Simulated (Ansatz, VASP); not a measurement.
## Si6Mo: VASP beside Ansatz

```
CELL_PARAMETERS angstrom
0.00000 3.92265 3.92265
3.92265 0.00000 3.92265
3.92265 3.92265 0.00000
ATOMIC_POSITIONS crystal
Si 0.73684 0.26316 0.26316
Si 0.26316 0.73684 0.73684
Si 0.26316 0.73684 0.26316
Si 0.73684 0.26316 0.73684
Si 0.26316 0.26316 0.73684
Si 0.73684 0.73684 0.26316
Mo 0.50000 0.50000 0.50000
```

Alike in both runs: task single point; functional PBE; k mesh 4 × 4 × 4; occupations gaussian, width 0.1 eV; no spin polarisation.

|  | VASP | Ansatz |
| --- | --- | --- |
| version | VASP 6.6.1 | Ansatz 0.2.0 |
| potentials or method | VASP PAW PBE potentials, release 64 (Si, Mo_sv) | scalar-relativistic, plane waves, PAW |
| plane-wave cutoff (eV) | 520 | 420 |
| valence electrons in the cell | 38 | 38 |

Ansatz gave:

* gap on the k mesh at the Fermi level (eV): none
* rms of the force components (eV/Å): 9.549

Task: What did VASP give for the same quantities?

Result: gap on the k mesh at the Fermi level (eV): none; rms of the force components (eV/Å): 9.611.

Atom by atom the forces differ by 0.062 eV/Å (rms over components). A gap of «none» marks a metal or a gap that the smearing closes.

Caveats: forces of over 1 eV/Å show positions far from the minimum, so gaps and moduli don't describe the material at rest.
